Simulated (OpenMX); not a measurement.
HfN, 2 atoms in the cell. The structure is cubic, space group Fm-3m (No. 225). Conventional cell: a = 4.571 Å, b = 4.571 Å, c = 4.571 Å, α = 90.00°, β = 90.00°, γ = 90.00°. Around Hf (site symmetry m-3m) lie 6 N at 2.29 Å. Around N (site symmetry m-3m) lie 6 Hf at 2.29 Å. 

```yaml
Program: OpenMX 3.8.5
Task: single point
Functional: PBE
Potentials_or_basis: OpenMX 2013 PBE set, Hf7.0-s3p2d2f1, N6.0-s2p2d1, grid cutoff 400 Ry
k_mesh: 7 × 7 × 7
Occupations: fermi-dirac, width 0.05 eV
Spin: no spin polarisation
Mixing_scheme: rmm-diisk
SCF_threshold: 1e-08 Ha
Solver: band
Max_SCF_cycles: 100
```

Potentials or basis: OpenMX 2013 PBE set, Hf7.0-s3p2d2f1, N6.0-s2p2d1, grid cutoff 400 Ry.

Run with:

```console
$ openmx HfN.dat -nt 1 > HfN.std
```

Hardware: 1 thread of Intel(R) Xeon(R) 6975P-C (Granite Rapids), on a shared host.

**Question.** Estimate the wall time of this run.

**Answer.** It took 5.4 min on 1 thread of Intel(R) Xeon(R) 6975P-C (Granite Rapids), with other jobs on the host, peak memory 0.72 GiB. Counts: k points 172, basis 39, scf iterations 16.
